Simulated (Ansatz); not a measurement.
# AlGaAs2: the cost of one run

All numbers below are computed with Ansatz 0.2.0 (DFT, plane waves, PAW, no spin polarisation).

### Step 1. The structure to begin with

The cell holds 16 atoms (Al4As8Ga4): a = 8.031 Å, b = 8.031 Å, c = 5.662 Å, α = 90.00°, β = 90.00°, γ = 90.00°.

As a file:

```xyz
16
Lattice="8.0310 0.0000 0.0000 0.0000 8.0310 0.0000 0.0000 0.0000 5.6623" Properties=species:S:1:pos:R:3 pbc="T T T"
Al    0.0000    0.0000    0.0000
As    0.0000    2.0078    1.4115
Ga    2.0078    2.0078    2.8312
As    2.0078    0.0000    4.2509
Al    0.0000    4.0155    0.0000
As    0.0000    6.0233    1.4115
Ga    2.0078    6.0233    2.8312
As    2.0078    4.0155    4.2509
Al    4.0155    0.0000    0.0000
As    4.0155    2.0078    1.4115
Ga    6.0233    2.0078    2.8312
As    6.0233    0.0000    4.2509
Al    4.0155    4.0155    0.0000
As    4.0155    6.0233    1.4115
Ga    6.0233    6.0233    2.8312
As    6.0233    4.0155    4.2509
```

### Step 2. Run 1: PBE

The input, input.yaml:

```yaml
crystal:
  lattice:
    - [8.0310232542, 0.0, 0.0]
    - [0.0, 8.0310232542, 0.0]
    - [0.0, 0.0, 5.662303393]
  atoms:
    - { symbol: Al, position: [0.0, 0.0, 0.0] }
    - { symbol: As, position: [0.0, 0.25, 0.2492713591] }
    - { symbol: Ga, position: [0.25, 0.25, 0.5] }
    - { symbol: As, position: [0.25, 0.0, 0.7507286409] }
    - { symbol: Al, position: [0.0, 0.5, 0.0] }
    - { symbol: As, position: [0.0, 0.75, 0.2492713591] }
    - { symbol: Ga, position: [0.25, 0.75, 0.5] }
    - { symbol: As, position: [0.25, 0.5, 0.7507286409] }
    - { symbol: Al, position: [0.5, 0.0, 0.0] }
    - { symbol: As, position: [0.5, 0.25, 0.2492713591] }
    - { symbol: Ga, position: [0.75, 0.25, 0.5] }
    - { symbol: As, position: [0.75, 0.0, 0.7507286409] }
    - { symbol: Al, position: [0.5, 0.5, 0.0] }
    - { symbol: As, position: [0.5, 0.75, 0.2492713591] }
    - { symbol: Ga, position: [0.75, 0.75, 0.5] }
    - { symbol: As, position: [0.75, 0.5, 0.7507286409] }
kpoints:
  mp_grid: { grid: [2, 2, 2] }
hamiltonian:
  xc: pbe
scf:
  occupations: { method: fermi_dirac, width: 0.086 }
md:
  ensemble: npt_langevin
  temperature: 1000
  timestep: 1.0
  n_steps: 40
  initial_velocities: maxwell_boltzmann
  seed: 4422
```

Launch:

```bash
> ansatz run input.yaml --threads 4 --pin off --max-ram 3686MiB --backend cpu --events-out ev --progress --plain --runs-dir out
```

Q: Estimate wall time and peak memory on 4 threads of Arm Neoverse N1, shared host.

About 5.3 min, with a peak of 1.5 GiB.
